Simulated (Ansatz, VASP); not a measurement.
**One calculation of Se, two programs**

The input INCAR:

```
  ALGO = Normal
  EDIFF = 1E-7
  ENCUT = 520
  GGA = PS
  ISIF = 2
  ISMEAR = -1
  LASPH = True
  LCHARG = False
  LREAL = False
  LWAVE = False
  NBANDS = 9
  NELM = 60
  PREC = Accurate
  SIGMA = 0.1
```

The input KPOINTS:

```
k-points
0
Gamma
  14 14 14
```

The input POSCAR:

```
Se
1.0
    0.0000000000      2.1846056722      2.1846056722
    2.1846056722      0.0000000000      2.1846056722
    2.1846056722      2.1846056722      0.0000000000
Se
1
Direct
    0.0000000000      0.0000000000      0.0000000000
```

Input for Ansatz:

```yaml
crystal:
  lattice:
    - [0.0, 2.1846056722, 2.1846056722]
    - [2.1846056722, 0.0, 2.1846056722]
    - [2.1846056722, 2.1846056722, 0.0]
  atoms:
    - { symbol: Se, position: [0.0, 0.0, 0.0] }
hamiltonian:
  xc: pbesol
  pseudopotentials:
    kind: paw
    azcp:
      Se: "pseudopotentials/Se.paw.azcp"
basis:
  ecutwfc: 420
  fft_grid_basis: typed
kpoints:
  mp_grid: { grid: [14, 14, 14], shift: [0, 0, 0] }
magnetization:
  spin_polarized: false
scf:
  occupations: { method: fermi_dirac, width: 0.1 }
  lower_state_search: "off"
output:
  stress: true
  write_density: true
  write_potential: true
  elf: true
  volumetric_format: npy
```

Alike in both runs: task single point; functional PBEsol; k mesh 14 × 14 × 14; occupations fermi-dirac, width 0.1 eV; no spin polarisation.

|  | VASP | Ansatz |
| --- | --- | --- |
| version | VASP 6.6.1 | Ansatz 0.2.0 |
| potentials or method | VASP PAW PBE potentials, release 64 (Se) | plane waves (420 eV) with PAW, scalar-relativistic |
| plane-wave cutoff (eV) | 520 | 420 |
| valence electrons in the cell | 6 | 16 |

```tsv
	VASP	Ansatz	Ansatz less VASP
pressure (GPa)	-5.4	-5.4	-0.05
```

The two sets of potentials don't hold the same shells in valence. Ansatz warned: «pseudo_functional_mismatch».

Caveats: the PAW data sets were made with another functional, which shifts forces and pressure a little (VASP).
